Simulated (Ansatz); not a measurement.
**Ti: one input, then a changed one**

The cell is the one relaxed in the Materials Project (mp-6985), not relaxed further here; entries there can be hypothetical.

First run: DFT, PBE, PAW with Ansatz's default frozen-core files, fully relativistic files with spin-orbit coupling (Ansatz 0.2.0).

Command: `ansatz run input.yaml --threads 1 --pin off --max-ram 2048MiB --backend cpu --events-out ev --progress --plain --runs-dir out` The run took 9.6 s on 1 thread of Intel(R) Xeon(R) CPU @ 2.80GHz (Skylake/Cascade Lake), on a shared host, peak memory 0.51 GiB.

```yaml
crystal:
  lattice:
    - [0.0, 2.0545745385, 2.0545745385]
    - [2.0545745385, 0.0, 2.0545745385]
    - [2.0545745385, 2.0545745385, 0.0]
  atoms:
    - { symbol: Ti, position: [0.0, 0.0, 0.0] }
kpoints:
  mp_grid: { grid: [14, 14, 14] }
  band_path:
    path:
      - [0.0, 0.0, 0.0]
      - [0.5, 0.0, 0.5]
      - [0.625, 0.25, 0.625]
      - [0.375, 0.375, 0.75]
      - [0.0, 0.0, 0.0]
      - [0.5, 0.5, 0.5]
      - [0.5, 0.25, 0.75]
      - [0.5, 0.0, 0.5]
    npoints: 5
scf:
  occupations: { method: fermi_dirac, width: 0.03 }
hamiltonian:
  xc: pbe
  pseudopotentials: { kind: paw_fr }
output:
  forces: true
  stress: true
  eigenvalues: true
  efg: { contact_densities: true }
magnetization:
  noncollinear: true
  spin_orbit: true
```

Result: converged; pressure 0.25 GPa; no gap on the k mesh; 7 SCF iterations.

The input is then changed:

```diff
@@ -20,5 +20,5 @@
     npoints: 5
 scf:
-  occupations: { method: fermi_dirac, width: 0.03 }
+  occupations: { method: tetrahedron }
 hamiltonian:
   xc: pbe
@@ -32,3 +32,6 @@
   noncollinear: true
   spin_orbit: true
+basis:
+  ecutwfc: "22.0 Ry"
+  xc_grid: 4
```

(1) What does the second run give?

Results:

(1) It converged; energy at zero smearing +129.0 meV/atom from the first run; pressure -0.15 GPa; no gap on the k mesh; 7 SCF iterations. Some of these settings are too coarse for converged properties.
